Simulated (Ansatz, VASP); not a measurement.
**Be in VASP and in Ansatz**

```
CELL_PARAMETERS angstrom
2.17047 0.00000 0.00000
-0.72349 2.04634 0.00000
-0.72349 -1.02317 1.77218
ATOMIC_POSITIONS crystal
Be 0.00000 0.00000 0.00000
```

This isn't the form of Be at room conditions, which is hcp.

Alike in both runs: task relaxation of cell and atoms; functional BLYP; dispersion D3(BJ); k mesh 16 × 16 × 16; no spin polarisation.

|  | VASP | Ansatz |
| --- | --- | --- |
| version | VASP 6.6.1 | Ansatz 0.2.0 |
| potentials or method | VASP PAW PBE potentials, release 64 (Be) | plane waves, PAW |
| plane-wave cutoff (eV) | 600 | 420 |
| occupations | methfessel-paxton of order 1, width 0.1 eV | cold, width 0.1 eV |
| valence electrons in the cell | 2 | 2 |

|  | VASP | Ansatz | Ansatz less VASP |
| --- | --- | --- | --- |
| relaxed volume (Å³/atom) | 6.83 | 6.82 | -0.004 |
| relaxed cell length with the largest relative difference (Å) | 2.070 | 2.069 | -0.0004 |
| energy change over the relaxation (meV/atom) | -59 | -60 | -0.8 |

Caveats: the PAW data sets were made with another functional, which shifts forces and pressure a little (VASP); pairwise dispersion overbinds metals, which lowers pressure and volume.
